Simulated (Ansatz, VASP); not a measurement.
**HfB2: VASP beside Ansatz**

```
Hf B
1.0
     3.14000    0.00000    0.00000
    -1.57000    2.71932    0.00000
     0.00000    0.00000    3.44520
Hf B
1 2
Cartesian
  0.0000 0.0000 0.0000
  0.0000 1.8129 1.7226
  1.5700 0.9064 1.7226
```

Change from the starting cell: zz strain of -1 %.

Alike in both runs: task single point; functional PBEsol; k mesh 15 × 15 × 12; occupations fermi-dirac, width 0.03 eV; no spin polarisation.

|  | VASP | Ansatz |
| --- | --- | --- |
| version | VASP 6.6.1 | Ansatz 0.2.0 |
| potentials or method | VASP PAW PBE potentials, release 64 (Hf_pv, B), cutoff 520 eV | all-electron LAPW, scalar-relativistic |

|  | VASP | Ansatz | Ansatz less VASP |
| --- | --- | --- | --- |
| pressure (GPa) | -2.1 | -2.0 | +0.12 |
| largest component of the traceless stress (GPa) | 1.48 | 1.31 | -0.164 |

Ansatz ran all-electron here, so the differences hold the error of VASP's frozen core and of both bases.

Caveats: the PAW data sets were made with another functional, which shifts forces and pressure a little (VASP). Spin-orbit coupling is left out, which matters for the levels of Hf.
